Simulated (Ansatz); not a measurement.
Here is an Ansatz 0.2.0 calculation.

Contents of input.yaml:

```yaml
crystal:
  lattice:
    - [0.0, 3.15085, 3.15085]
    - [3.15085, 0.0, 3.15085]
    - [3.15085, 3.15085, 0.0]
  atoms:
    - { symbol: Te, position: [0.5, 0.5, 0.5] }
    - { symbol: Sn, position: [0.0, 0.0, 0.0] }
kpoints:
  mp_grid: { grid: [7, 7, 7] }
scf:
  occupations: { method: fermi_dirac, width: 0.05 }
hamiltonian:
  xc: revpbe
  dispersion: d3bj
  pseudopotentials: { kind: all_electron, lapw: { basis_error: 0.001 } }
output:
  forces: true
  stress: true
relax:
  f_tol: 0.01
  max_steps: 60
  cell: {}
```

Potentials or basis: all-electron LAPW, scalar-relativistic.

Run with:

```console
$ ansatz run input.yaml --threads 1 --pin off --max-ram 3072MiB --backend cpu --events-out ev --progress --plain --runs-dir out
```

Question: Predict the relaxed volume.

Answer: 30.77 Å³/atom.

Question: Estimate the space group after relaxing (to 0.05 Å).

Answer: Fm-3m (No. 225).

The path:
```tsv
step	energy change (eV)	largest force (eV/Å)	volume (Å³)
1	0.0000	0.0000	62.56
2	-0.0022	0.0000	61.22
3	-0.0024	0.0000	61.55
4	-0.0024	0.0000	61.55
```

Caveat: this odd mesh misses L, where the gap lies, so gap, dielectric constants and Born charges aren't listed. Spin-orbit coupling is left out, which matters for the levels of Te.
